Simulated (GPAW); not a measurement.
CdSe, 2 atoms in the cell. Symmetry: F-43m, No. 216, cubic system. Conventional cell: a = 6.141 Å, b = 6.141 Å, c = 6.141 Å, α = 90.00°, β = 90.00°, γ = 90.00°. Around Cd (site symmetry -43m) lie 4 Se at 2.66 Å. Around Se (site symmetry -43m) lie 4 Cd at 2.66 Å. Measurements of this composition are mostly on another form, of space group No. 186.

```yaml
Program: GPAW 26.7.0
Task: dielectric tensor
Functional: PBE
Potentials_or_basis: GPAW PAW data sets (gpaw-data 1.2.1)
Cutoff: 450 eV
Basis: pw
k_mesh: 6 × 6 × 6
Occupations: fermi-dirac, width 0.001 eV
Spin: no spin polarisation
Response_ecut: 80 eV
Maxiter: 150
Response_k_mesh: 19 × 19 × 19
Response_bands: 29
Kernels: "[\"RPA\", \"LR0.3\", \"ALDA_X\"]"
Coarser_k_mesh: 13 × 13 × 13
```

Potentials or basis: GPAW PAW data sets (gpaw-data 1.2.1), pw.

The run is started by

```console
$ OMP_NUM_THREADS=1 python run.py
```

Hardware: 1 thread of Arm Neoverse V2, on a shared host.

Question: Estimate the wall time of this run.

Answer: Wall time 4.9 min on 1 thread of Arm Neoverse V2 (shared host), peak memory 1.3 GiB. Counts: scf iterations 31, plane waves 1278, bands 18, k points 16.
